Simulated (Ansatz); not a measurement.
# Ta under changes of volume

One of the cells (18.010 Å³/atom); the others are scaled copies at fixed shape and fractional positions:

```
CELL_PARAMETERS angstrom
-1.65128 1.65128 1.65128
1.65128 -1.65128 1.65128
1.65128 1.65128 -1.65128
ATOMIC_POSITIONS crystal
Ta 0.00000 0.00000 0.00000
```

* Program: Ansatz 0.2.0
* Functional: PBE
* Potentials or basis: PseudoDojo stringent (PBE files)
* Cutoff: 1796 eV
* Density cutoff: 7184 eV
* k mesh: 11 × 11 × 11
* Occupations: fermi-dirac, width 0.05 eV
* Spin: no spin polarisation

```csv
volume (Å³/atom),energy over the lowest point (meV/atom),pressure (GPa)
16.930,?,?
17.290,27.99,11.1
17.650,8.85,6.4
18.010,0.00,2.1
18.371,0.27,-1.8
18.731,8.69,-5.2
19.091,24.44,-8.4
```

What does the run at 16.930 Å³/atom give?

Energy over the lowest point 58.70 meV/atom; pressure 16.5 GPa.

Worked out: A Birch-Murnaghan fit of order 3 (a polynomial in V^(-2/3)) to the other rows has its minimum at 18.18 Å³/atom with B0 = V·E''(V) = 195 GPa and B' = 4.7. It gives 58.58 meV/atom at 16.930 Å³/atom, against the run's 58.70, and -dE/dV = 16.4 GPa, against 16.5.

Energies are extrapolated to zero smearing.
